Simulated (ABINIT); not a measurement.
Runs of ABINIT 10.8.3 (patched build) on AlN. It takes space group P6_3mc (No. 186, hexagonal). The conventional cell has a = 3.113 Å, b = 3.113 Å, c = 4.981 Å, α = 90.00°, β = 90.00°, γ = 120.00°. Al (site symmetry 3m) is surrounded by 4 N at 1.89 Å. Around N (site symmetry 3m) lie 4 Al at 1.89 Å. 

```tsv
task	level	potentials or basis	k mesh	cutoff (eV)	fine-grid cutoff	mesh quality	gap on the mesh (eV)	largest force (eV/Å)
band structure	BLYP	JTH PAW PBE v2.0	10 × 10 × 6	680	1278.94 eV	not flagged	(a)	0.11
band structure	BP86	JTH PAW PBE v2.0	10 × 10 × 6	680	1278.94 eV	not flagged	4.27	0.12
single point	r2SCAN	JTH PAW PBE v2.0	6 × 6 × 4	816	1414.99 eV	not flagged	(c)	0.15
single point	LDA	JTH PAW LDA v2.0	4 × 4 × 2	680	1278.94 eV	coarse	4.23	0.13
band structure	LDA-PZ	JTH PAW LDA v2.0	10 × 10 × 6	680	1278.94 eV	not flagged	4.23	0.11
band structure	HCTH407	JTH PAW PBE v2.0	10 × 10 × 6	680	1278.94 eV	not flagged	4.58	0.14
band structure	LDA-VWN	JTH PAW LDA v2.0	10 × 10 × 6	680	1278.94 eV	not flagged	4.24	0.11
single point	PBEsol	JTH PAW PBE v2.0	4 × 4 × 2	680	1278.94 eV	coarse	(b)	0.15
band structure	PW91	JTH PAW PBE v2.0	10 × 10 × 6	680	1278.94 eV	not flagged	4.23	0.13
band structure	revPBE	JTH PAW PBE v2.0	10 × 10 × 6	680	1278.94 eV	not flagged	4.23	0.14
single point	LDA	JTH PAW LDA v2.0	8 × 8 × 5	680	1278.94 eV	not flagged	4.23	0.11
single point	PBEsol	JTH PAW PBE v2.0	6 × 6 × 4	680	1278.94 eV	not flagged	4.12	0.13
```

Alike in all rows: no spin polarisation; cell as given; smearing fermi-dirac 0.05 eV.

Question: Fill in the values left out.

Answer: (a) 4.51; (b) 4.11; (c) 4.80.

Caveats: some runs use coarse meshes; the PAW data sets were made with another functional, which shifts forces and pressure a little (some runs).

A k mesh can miss the band edges.

Runs at the PBE level aren't shown here.
